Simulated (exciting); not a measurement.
**Hf: equation of state with PBE**

The system is Hf.

```
Hf
1.0
     0.00000    2.22000    2.22000
     2.22000    0.00000    2.22000
     2.22000    2.22000    0.00000
Hf
1
Direct
  0.00000 0.00000 0.00000
```

This isn't the form of Hf at room conditions, which is hcp.

| Item | Value |
| --- | --- |
| Program | exciting (release sodium) |
| Task | equation of state |
| Functional | PBE |
| Potentials or basis | all-electron LAPW+lo, shipped species files, valence relativity iora* |
| rgkmax | 9 |
| k mesh | 10 × 10 × 10 |
| Occupations | fermi-dirac, width 0.05 eV |
| Spin | no spin polarisation |
| gmaxvr (cutoff of density and potential) | 14 1/bohr |
| lmaxapw (and lmaxmat) | 10 |
| lmaxvr | 8 |
| nempty | 12 |
| Valence relativity | iora* |
| Muffin-tin radii | Hf 2.3 bohr |

The equilibrium volume is 22.49 Å³/atom. The bulk modulus is 101 GPa and the pressure derivative of the bulk modulus is 3.9 (rough: it moves with the points fitted).

Energy against volume, from the lowest point:
| volume (Å³/atom) | energy (meV/atom) |
| --- | --- |
| 20.569 | 59.74 |
| 21.007 | 34.36 |
| 21.444 | 16.37 |
| 21.882 | 5.41 |
| 22.320 | 0.00 |
| 22.757 | 0.95 |
| 23.195 | 6.39 |

The run has no spin-orbit coupling, so splittings on Hf are missing. PBE usually gives volumes a little too large and moduli too small.
